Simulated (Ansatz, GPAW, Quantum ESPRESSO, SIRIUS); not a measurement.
## One calculation of Ag, 5 ways

```
CELL_PARAMETERS angstrom
2.93000 0.00000 0.00000
-1.46500 2.53745 0.00000
0.00000 0.00000 4.79000
ATOMIC_POSITIONS crystal
Ag 0.68483 0.35008 0.74689
Ag 0.33791 0.67266 0.25057
```

This isn't the form of Ag at room conditions, which is fcc.

Atoms were shifted at random by some hundredths of an Å from the given cell, which wasn't relaxed again for these runs.

Alike in all runs: task single point; functional PBEsol; k mesh 10 × 10 × 6; occupations fermi-dirac, width 0.05 eV; no spin polarisation; no spin-orbit coupling. Pressure is positive in compression and, in plane waves, holds the error of the finite cutoff, which Ansatz's Pulay term estimates and takes out.

| program and potentials | plane-wave cutoff (eV) | notes | band gap (eV) | pressure (GPa) | largest force (eV/Å) | energy over the undisturbed cell (meV/atom) |
| --- | --- | --- | --- | --- | --- | --- |
| Ansatz, Ansatz PAW | 420 | potentials made for PBE, which Ansatz adapts in part; 19 valence electrons an atom on average; Pulay term of +0.04 GPa included | no gap | -6.10 | 0.083 | 0.60 |
| Quantum ESPRESSO, GBRV 1.5 PBEsol | 762 | 19 valence electrons an atom on average | no gap | -6.45 | 0.085 | 0.61 |
| SIRIUS, PseudoDojo 0.4.1 PBEsol standard (scalar relativistic) | 1127 | 19 valence electrons an atom on average | no gap | -6.24 | 0.084 | - |
| GPAW, PAW data sets generated for this functional | 600 | 17 valence electrons an atom on average | no gap | -6.05 | 0.083 | 0.60 |
| Ansatz, all-electron LAPW, scalar-relativistic | - | - | no gap | -6.11 | 0.083 | - |

Force on atom 1 (Ag), eV/Å:

```
                                        program and potentials       x       y      z
                                            Ansatz, Ansatz PAW  -0.020  -0.021  0.078
                             Quantum ESPRESSO, GBRV 1.5 PBEsol  -0.021  -0.021  0.079
SIRIUS, PseudoDojo 0.4.1 PBEsol standard (scalar relativistic)  -0.020  -0.021  0.079
             GPAW, PAW data sets generated for this functional  -0.020  -0.020  0.078
                Ansatz, all-electron LAPW, scalar-relativistic  -0.020  -0.021  0.078
```

None finds a gap. The pressure spans -6.45 (Quantum ESPRESSO, GBRV 1.5 PBEsol) to -6.05 GPa (GPAW, PAW data sets generated for this functional), with all-electron results at -6.11.

The functional is the same throughout but for its coding, so the spread measures potentials, basis and numerics; runs on potential files found faulty are left out.
